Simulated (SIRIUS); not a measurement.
PtSe:

```
Pt Se
1.0
     0.00000    3.03745    3.03745
     3.03745    0.00000    3.03745
     3.03745    3.03745    0.00000
Pt Se
1 1
Cartesian
  0.0000 0.0000 0.0000
  1.5187 1.5187 1.5187
```

The cell comes from a database or a generator and needn't be the stable form of this composition.

Base run:

* Program: SIRIUS 7.10.0
* Functional: PBEsol
* Potentials or basis: PseudoDojo 0.4.1 PBE standard (scalar relativistic)
* Cutoff: 1177 eV
* Density cutoff: 4707 eV
* k mesh: 8 × 8 × 8
* Occupations: fermi-dirac, width 0.05 eV
* Spin: no spin polarisation
* Hubbard terms: Pt d U = 2 eV

Its results: band gap on the k mesh none (metal or under the smearing width); pressure -14.3 GPa.

The run is repeated on the same cell with these changes: hubbard terms from Pt d U = 2 eV to Pt d U = 6 eV. What comes out?

Band gap on the k mesh none (metal or under the smearing width); pressure -13.7 GPa.

Caveats: the potentials were made for another functional, which shifts forces and pressure; U without spin polarisation on a metal has little footing.
